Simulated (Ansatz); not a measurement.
# C (Fd-3m): compression over a wide range

An exercise on one series of results from a longer session: the logs are not shown, and one member is left open.

Program: Ansatz 0.2.0. Level of theory: DFT PBEsol, scalar-relativistic, plane waves, PAW. These are calculated values, not measurements.

## Starting point

Symmetry: Fd-3m, No. 227, cubic system. Conventional cell: a = 3.554 Å, b = 3.554 Å, c = 3.554 Å, α = 90.00°, β = 90.00°, γ = 90.00°. Around C (site symmetry -43m) lie 4 C at 1.54 Å.

Structure file:

```xyz
2
Lattice="0.0000 1.7768 1.7768 1.7768 0.0000 1.7768 1.7768 1.7768 0.0000" Properties=species:S:1:pos:R:3 pbc="T T T"
C     0.0000    0.0000    0.0000
C     0.8884    0.8884    0.8884
```

This cell comes from an earlier session at PBEsol: 5.610 Å³/atom at 0.05 GPa, on a 22×22×22 mesh.

The first run:

input.yaml

```yaml
crystal:
  lattice:
    - [0.0, 1.7528291552, 1.7528291552]
    - [1.7528291552, 0.0, 1.7528291552]
    - [1.7528291552, 1.7528291552, 0.0]
  atoms:
    - { symbol: C, position: [0.0, 0.0, 0.0] }
    - { symbol: C, position: [0.25, 0.25, 0.25] }
basis:
  ecutwfc: 420
  ecutrho_ratio: 4
kpoints:
  mp_grid: { grid: [22, 22, 22] }
hamiltonian:
  xc: pbesol
scf:
  occupations: { method: gaussian, width: 0.05 }
output:
  forces: true
  stress: true
  eigenvalues: true
```

On the command line:

```sh
$ ansatz run input.yaml --threads 1 --pin off --max-ram 2560MiB --backend cpu --events-out ev --progress --plain --runs-dir out
```

Steps of the session up to this table: Volume × 0.96; Volume × 1.04; Volume × 0.92; Volume × 0.88; Volume × 0.84; Volume × 0.8.

One of the session's tables, all rows but one given; the rest of the session is left out.

| volume (Å³/atom) | energy above the lowest (meV/atom) | pressure (GPa) | gap on the mesh (eV) |
| --- | --- | --- | --- |
| 4.488 | 443.1 | 150.1 | 4.58 |
| 4.712 | 263.7 | 107.6 | 4.45 |
| 4.937 | 138.3 | 72.6 | 4.34 |
| 5.161 | ? | ? | ? |
| 5.385 | 13.5 | 19.8 | 4.13 |
| 5.610 | 0.0 | 0.0 | 4.03 |
| 5.834 | 11.8 | -16.4 | 3.95 |

Q: Estimate the row for volume (Å³/atom) = 5.161 from the others.

Worked estimate for «energy above the lowest (meV/atom)». A straight line through the neighbours (4.937, 138.3) and (5.385, 13.5) gives 138.3 + (13.5 − 138.3) × (5.161 − 4.937) / (5.385 − 4.937) = 75.9; a parabola fitted to 4 rows on both sides gives 57.4.

The run gave: energy above the lowest (meV/atom): 57.5; pressure (GPa): 43.7; gap on the mesh (eV): 4.23. In «energy above the lowest (meV/atom)» the line misses by +18.4 and the parabola by -0.1.

To keep in mind: Other structures may be lower in enthalpy at these pressures.
